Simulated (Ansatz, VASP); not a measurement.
# MgO: VASP beside Ansatz

Wanted: the spread between two codes on one cell, functional and k mesh. The cell is taken from a series of VASP runs on this material, whose earlier steps may have relaxed, scaled or displaced it; both programs get it as it stands.

Method: plane waves, with VASP 6.6.1 beside it; band structure at HSE06, in Ansatz 0.2.0.

### 1. Starting point

The structure is cubic, space group Fm-3m (No. 225). Conventional cell: a = 4.195 Å, b = 4.195 Å, c = 4.195 Å, α = 90.00°, β = 90.00°, γ = 90.00°. Nearest to Mg lie 6 O at 2.10 Å. O has 6 Mg at 2.10 Å nearest. Farther neighbours and most contacts between anions are not listed.

As a file:

```cif
data_structure
_symmetry_space_group_name_H-M 'P 1'
_symmetry_Int_Tables_number 1
_cell_length_a 2.9662
_cell_length_b 2.9662
_cell_length_c 2.9662
_cell_angle_alpha 60.000
_cell_angle_beta 60.000
_cell_angle_gamma 60.000
_cell_volume 18.45
loop_
_atom_site_label
_atom_site_type_symbol
_atom_site_fract_x
_atom_site_fract_y
_atom_site_fract_z
_atom_site_occupancy
Mg1 Mg 0.00000 0.00000 0.00000 1
O2 O 0.50000 0.50000 0.50000 1
```

### 2. VASP: band structure, HSE06

The same path points are solved in both programs, so levels can be compared one by one.

Lines of VASP's logs that name or quote its potential files are left out, and so is its time.

The run reads the wave functions of an earlier VASP run, which isn't shown here.

File INCAR:

```
SYSTEM = MgO
PREC = Accurate
ENCUT = 520
EDIFF = 1E-06
NELM = 100
ISMEAR = 0
SIGMA = 0.05
LREAL = .FALSE.
ALGO = Normal
LHFCALC = .TRUE.
AEXX = 0.25
GGA = PE
HFSCREEN = 0.2
LASPH = .TRUE.
NBANDS = 10
PRECFOCK = Fast
LORBIT = 11
LWAVE = .FALSE.
LCHARG = .FALSE.
KPAR = 2
```

File POSCAR:

```
MgO
1.0
    0.0000000000      2.0973980938      2.0973980938
    2.0973980938      0.0000000000      2.0973980938
    2.0973980938      2.0973980938      0.0000000000
Mg O
1 1
Direct
    0.0000000000      0.0000000000      0.0000000000
    0.5000000000      0.5000000000      0.5000000000
```

File KPOINTS:

```
Automatic mesh
0
Gamma
6 6 6
0 0 0
```

File KPOINTS_OPT:

```
Line mode
6
Line-mode
Reciprocal
  0.00000000   0.00000000   0.00000000 GAMMA
  0.50000000   0.00000000   0.50000000 X

  0.50000000   0.00000000   0.50000000 X
  0.50000000   0.25000000   0.75000000 W

  0.50000000   0.25000000   0.75000000 W
  0.37500000   0.37500000   0.75000000 K

  0.37500000   0.37500000   0.75000000 K
  0.00000000   0.00000000   0.00000000 GAMMA

  0.00000000   0.00000000   0.00000000 GAMMA
  0.50000000   0.50000000   0.50000000 L

  0.50000000   0.50000000   0.50000000 L
  0.62500000   0.25000000   0.62500000 U

  0.62500000   0.25000000   0.62500000 U
  0.50000000   0.25000000   0.75000000 W

  0.50000000   0.25000000   0.75000000 W
  0.50000000   0.50000000   0.50000000 L

  0.50000000   0.50000000   0.50000000 L
  0.37500000   0.37500000   0.75000000 K

  0.62500000   0.25000000   0.62500000 U
  0.50000000   0.00000000   0.50000000 X
```

The projector-augmented-wave data sets are Mg and O (PBE family, release 64).

On the command line:

```console
> mpirun -np 2 vasp_std
```

Numbers of over 12 decimals in the logs are rounded to 6 here.

Log:

```text
[banner, memory and clock lines left out]
running    2 mpi-ranks, on    1 nodes
 distrk:  each k-point on    1 cores,    2 groups
 distr:  one band on    1 cores,    1 groups

 POSCAR found type information on POSCAR MgO
 POSCAR found :  2 types and       2 ions
 LDA part: xc-table for (Slater+PW92), standard interpolation
 found WAVECAR, reading the header
 POSCAR, INCAR and KPOINTS ok, starting setup
 FFT: planning ... GRIDC
 FFT: planning ... GRID_SOFT
 FFT: planning ... GRID
 reading WAVECAR
 the WAVECAR file was read successfully
 initial charge from wavefunction
 entering main loop
       N       E                     dE             d eps       ncg     rms          rms(c)
DAV:   1    -0.142321971462E+02   -0.14232E+02   -0.89016E-02   320   0.296E+00    0.246E-01
DAV:   2    -0.142310718858E+02    0.11253E-02   -0.32158E-03   334   0.422E-01    0.806E-02
DAV:   3    -0.142311254351E+02   -0.53549E-04   -0.12891E-03   328   0.239E-01    0.296E-02
DAV:   4    -0.142311433740E+02   -0.17939E-04   -0.63739E-06   332   0.248E-02    0.188E-02
DAV:   5    -0.142311396997E+02    0.36743E-05   -0.21971E-05   338   0.320E-02    0.886E-03
DAV:   6    -0.142311406641E+02   -0.96439E-06   -0.17539E-06   178   0.101E-02
   1 F= -.14231141E+02 E0= -.14231141E+02  d E =-.190951E-14
 Start KPOINTS_OPT (optional k-point list driver)
k-point batch [1-16\60]
       N       E                     dE             ncg
DAV:   1     0.278087591801E+02   -0.51239E+04      360
DAV:   2    -0.495245719853E+03   -0.52305E+03      364
DAV:   3    -0.511469355653E+03   -0.16224E+02      374
DAV:   4    -0.511599683489E+03   -0.13033E+00      370
DAV:   5    -0.511599966808E+03   -0.28332E-03      366
DAV:   6    -0.511599967830E+03   -0.10223E-05      358
DAV:   7    -0.511599967836E+03   -0.52181E-08      278
[...]
k-point batch [49-60\60]
       N       E                     dE             ncg
DAV:   1     0.133917139074E+04   -0.49558E+04      304
DAV:   2     0.107242121224E+04   -0.26675E+03      262
DAV:   3     0.106734400949E+04   -0.50772E+01      272
DAV:   4     0.106730790454E+04   -0.36105E-01      274
DAV:   5     0.106730782435E+04   -0.80185E-04      280
DAV:   6     0.106730782398E+04   -0.36816E-06      282
```

OUTCAR, selected parts (step 2):

```text
ion  position               nearest neighbor table
   1  0.000  0.000  0.000-   2 2.10   2 2.10   2 2.10   2 2.10   2 2.10   2 2.10
   2  0.500  0.500  0.500-   1 2.10   1 2.10   1 2.10   1 2.10   1 2.10   1 2.10

  LATTYP: Found a face centered cubic cell.
 ALAT       =     4.1947961876

 Subroutine GETGRP returns: Found 48 space group operations
 (whereof 48 operations were pure point group operations)

The static configuration has the point symmetry O_h .

 Found     16 irreducible k-points:

   k-points           NKPTS =     16   k-points in BZ     NKDIM =    216   number of bands    NBANDS=     10

   dimension x,y,z NGX =    24 NGY =   24 NGZ =   24
   dimension x,y,z NGXF=    48 NGYF=   48 NGZF=   48

   ENCUT  =  520.0 eV  38.22 Ry    6.18 a.u.   5.52  5.52  5.52*2*pi/ulx,y,z

   NELECT =       8.0000    total number of electrons

 k-points in reciprocal lattice and weights: Automatic mesh
   0.00000000  0.00000000  0.00000000       0.005
   0.16666667  0.00000000  0.00000000       0.037
   0.33333333  0.00000000  0.00000000       0.037
   0.50000000  0.00000000  0.00000000       0.019
   0.16666667  0.16666667  0.00000000       0.028
   0.33333333  0.16666667  0.00000000       0.111
   0.50000000  0.16666667  0.00000000       0.111
  -0.33333333  0.16666667  0.00000000       0.111
  -0.16666667  0.16666667  0.00000000       0.056
[...]
-0.33333333  0.33333333  0.16666667       0.111
  -0.33333333  0.50000000  0.16666667       0.056

  exchange ACFDT corr.  =         0.00000000  see jH, gK, PRB 81, 115126

 average (electrostatic) potential at core
       1 -30.6374       2 -63.3228

 E-fermi :   2.2716

 k-point     1 :       0.0000    0.0000    0.0000
  band No.  band energies     occupation
      1     -16.8747      2.00000
      2       2.0164      2.00000
      3       2.0164      2.00000
      4       2.0164      2.00000
      5       8.6096      0.00000
      6      19.8694      0.00000
      7      19.8694      0.00000
      8      19.8694      0.00000
      9      23.8319      0.00000
    ...

 k-point     2 :       0.1667    0.0000    0.0000
  band No.  band energies     occupation
      1     -16.5706      2.00000
      2       0.4391      2.00000
      3       1.8225      2.00000
      4       1.8225      2.00000
      5      10.0754      0.00000
      6      17.5140      0.00000
      7      20.4915      0.00000
      8      20.4915      0.00000
      9      24.5136      0.00000
    ...

 k-point     3 :       0.3333    0.0000    0.0000
  band No.  band energies     occupation
      1     -15.8873      2.00000
      2      -1.9288      2.00000
      3       1.4597      2.00000
      4       1.4597      2.00000
      5      11.6212      0.00000
      6      16.5669      0.00000
      7      20.7581      0.00000
      8      20.7581      0.00000
      9      25.2766      0.00000
    ...

  energy-cutoff  :      520.00
  volume of cell :       18.45
      direct lattice vectors                 reciprocal lattice vectors
     0.000000000  2.097398094  2.097398094    -0.238390605  0.238390605  0.238390605
     2.097398094  0.000000000  2.097398094     0.238390605 -0.238390605  0.238390605
     2.097398094  2.097398094  0.000000000     0.238390605  0.238390605 -0.238390605

 POSITION                                       TOTAL-FORCE (eV/Angst)
 -----------------------------------------------------------------------------------
      0.00000      0.00000      0.00000         0.000000     -0.000000      0.000000
      2.09740      2.09740      2.09740        -0.000000      0.000000     -0.000000
 -----------------------------------------------------------------------------------
    total drift:                                0.000065      0.000085      0.000085

  FREE ENERGIE OF THE ION-ELECTRON SYSTEM (eV)
  ---------------------------------------------------
  free  energy   TOTEN  =       -14.2311406641 eV

  energy  without entropy=      -14.2311406641  energy(sigma->0) =      -14.23114066

 total charge
# of ion       s       p       d       tot
------------------------------------------
    1        0.146   0.181   0.080   0.407
    2        1.546   3.592   0.000   5.139
--------------------------------------------------
tot          1.692   3.773   0.080   5.546

[... 3 further parts left out ...]
```

(Part 1 of 2 ends here.)

[Lines on the potential files, build, host, timing and source positions are cut from VASP's logs without a mark.]

[Logs are printed without paths, hosts, clocks, repeated set-up lines and the standing remarks that a program may print on its own settings, such as how far it seeks lower states.]

[Hosts, paths, dates, database ids (printed as entryN), source tags and the programs' standing remarks are cut or masked in the printed files.]
